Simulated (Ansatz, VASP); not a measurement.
# One calculation of AgCl, two programs

INCAR

```
PREC = Accurate
ENCUT = 520
EDIFF = 1E-7
ISMEAR = 0
SIGMA = 0.05
LREAL = False
LASPH = True
NELM = 100
ALGO = Normal
ISIF = 2
LWAVE = False
LCHARG = True
GGA = PS
LELF = True
LVHAR = True
NBANDS = 16
```

File KPOINTS:

```
Automatic mesh
0
Gamma
  8 8 8
```

File POSCAR:

```
AgCl
1.0
    0.0000000000      2.7731500000      2.7731500000
    2.7731500000      0.0000000000      2.7731500000
    2.7731500000      2.7731500000      0.0000000000
Ag Cl
1 1
Direct
    0.5000000000      0.5000000000      0.5000000000
    0.0405675856     -0.0405675856     -0.0405675856
```

Input for Ansatz:

```yaml
crystal:
  lattice:
    - [0.0, 2.77315, 2.77315]
    - [2.77315, 0.0, 2.77315]
    - [2.77315, 2.77315, 0.0]
  atoms:
    - { symbol: Ag, position: [0.5, 0.5, 0.5] }
    - { symbol: Cl, position: [0.0405675856, -0.0405675856, -0.0405675856] }
basis:
  ecutwfc: 420
kpoints:
  mp_grid: { grid: [8, 8, 8] }
hamiltonian:
  xc: pbesol
scf:
  occupations: { method: gaussian, width: 0.05 }
output:
  forces: true
  stress: true
  eigenvalues: true
```

Alike in both runs: task single point; functional PBEsol; k mesh 8 × 8 × 8; occupations gaussian, width 0.05 eV; no spin polarisation.

|  | VASP | Ansatz |
| --- | --- | --- |
| version | VASP 6.6.1 | Ansatz 0.2.0 |
| potentials or method | VASP PAW PBE potentials, release 64 (Ag, Cl) | scalar-relativistic, plane waves, PAW |
| plane-wave cutoff (eV) | 520 | 420 |
| valence electrons in the cell | 18 | 26 |

VASP gave:

| Quantity | Value |
| --- | --- |
| gap on the k mesh at the Fermi level (eV) | 0.80 |
| least direct gap on the mesh (eV) | 2.30 |
| pressure (GPa) | -1.9 |
| largest component of the traceless stress (GPa) | 1.55 |
| rms of the force components (eV/Å) | 0.159 |

Which values does Ansatz return?

gap on the k mesh at the Fermi level (eV): 0.80; least direct gap on the mesh (eV): 2.30; pressure (GPa): -1.8; largest component of the traceless stress (GPa): 1.55; rms of the force components (eV/Å): 0.160.

Atom by atom the forces differ by 0.000 eV/Å (rms over components). The two sets of potentials don't hold the same shells in valence.

Caveats: the PAW data sets were made with another functional, which shifts forces and pressure a little (VASP). A k mesh can miss the band edges.
